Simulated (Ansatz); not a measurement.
# BeH2: the cost of one run

Method: DFT PBE, scalar-relativistic, plane waves, PAW, in Ansatz 0.2.0.

### Step 1. The starting structure

Symmetry: I4_122, No. 98, tetragonal system. Conventional cell: a = 4.362 Å, b = 4.362 Å, c = 8.701 Å, α = 90.00°, β = 90.00°, γ = 90.00°. Be (site symmetry 2) has 4 H at 1.14 to 1.25 Å as nearest neighbours. H (site symmetry 2) has 2 Be at 1.14 Å as nearest neighbours. H (site symmetry 2) has 2 Be at 1.25 Å as nearest neighbours.

As a file:

```
CELL_PARAMETERS angstrom
-2.18124 2.18124 4.35050
2.18124 -2.18124 4.35050
2.18124 2.18124 -4.35050
ATOMIC_POSITIONS crystal
Be 0.37500 0.98638 0.11138
Be 0.73638 0.12500 0.11138
Be 0.01362 0.62500 0.88862
Be 0.87500 0.26362 0.88862
H 0.55569 0.05569 0.11138
H 0.19431 0.80569 0.00000
H 0.12500 0.12500 0.00000
H 0.62500 0.12500 0.50000
H 0.87500 0.87500 0.00000
H 0.87500 0.37500 0.50000
H 0.80569 0.19431 0.00000
H 0.94431 0.44431 0.88862
```

A structure generator made this guess: 4-connected net, bridging atoms on its edges (I4_122, No. 98). Its size is a rough estimate.

### Step 2. A first look at the guess

Input file input.yaml:

```yaml
crystal:
  lattice:
    - [-2.18124025, 2.18124025, 4.350501]
    - [2.18124025, -2.18124025, 4.350501]
    - [2.18124025, 2.18124025, -4.350501]
  atoms:
    - { symbol: Be, position: [0.375, 0.98638201, 0.11138201] }
    - { symbol: Be, position: [0.73638201, 0.125, 0.11138201] }
    - { symbol: Be, position: [0.01361799, 0.625, 0.88861799] }
    - { symbol: Be, position: [0.875, 0.26361799, 0.88861799] }
    - { symbol: H, position: [0.555691, 0.055691, 0.11138201] }
    - { symbol: H, position: [0.194309, 0.805691, 0.0] }
    - { symbol: H, position: [0.125, 0.125, 0.0] }
    - { symbol: H, position: [0.625, 0.125, 0.5] }
    - { symbol: H, position: [0.875, 0.875, 0.0] }
    - { symbol: H, position: [0.875, 0.375, 0.5] }
    - { symbol: H, position: [0.805691, 0.194309, 0.0] }
    - { symbol: H, position: [0.944309, 0.444309, 0.88861799] }
basis:
  ecutwfc: 420
kpoints:
  mp_grid: { grid: [6, 6, 6] }
hamiltonian:
  xc: pbe
scf:
  occupations: { method: gaussian, width: 0.1 }
  lower_state_search: "off"
output:
  forces: true
  stress: true
  eigenvalues: true
```

On the command line:

```sh
> ansatz run input.yaml --threads 1 --pin off --max-ram 2560MiB --backend cpu --events-out ev --progress --plain --runs-dir out
```

What time and memory should one allow on 1 thread of Arm Neoverse V2, shared host?

About 3.6 s, with a peak of 0.3 GiB.
